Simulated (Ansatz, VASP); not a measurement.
One calculation of Ga, two programs

```
Ga
1.0
    -1.42161    1.42161    2.39069
     1.42161   -1.42161    2.39069
     1.42161    1.42161   -2.39069
Ga
1
Direct
  0.00000 0.00000 0.00000
```

Alike in both runs: task single point; functional PBEsol; k mesh 20 × 20 × 20; occupations gaussian, width 0.1 eV; no spin polarisation.

```csv
,VASP,Ansatz
version,VASP 6.6.1,Ansatz 0.2.0
potentials or method,"VASP PAW PBE potentials, release 64 (Ga_d)","scalar-relativistic, plane waves, PAW"
plane-wave cutoff (eV),520,420
valence electrons in the cell,13,13
```

```csv
,VASP,Ansatz,Ansatz less VASP
gap on the k mesh at the Fermi level (eV),none,none,-
pressure (GPa),-4.1,-4.1,-0.01
largest component of the traceless stress (GPa),0.60,0.60,-0.005
```

A gap of «none» marks a metal or a gap that the smearing closes.

Caveats: the PAW data sets were made with another functional, which shifts forces and pressure a little (VASP).
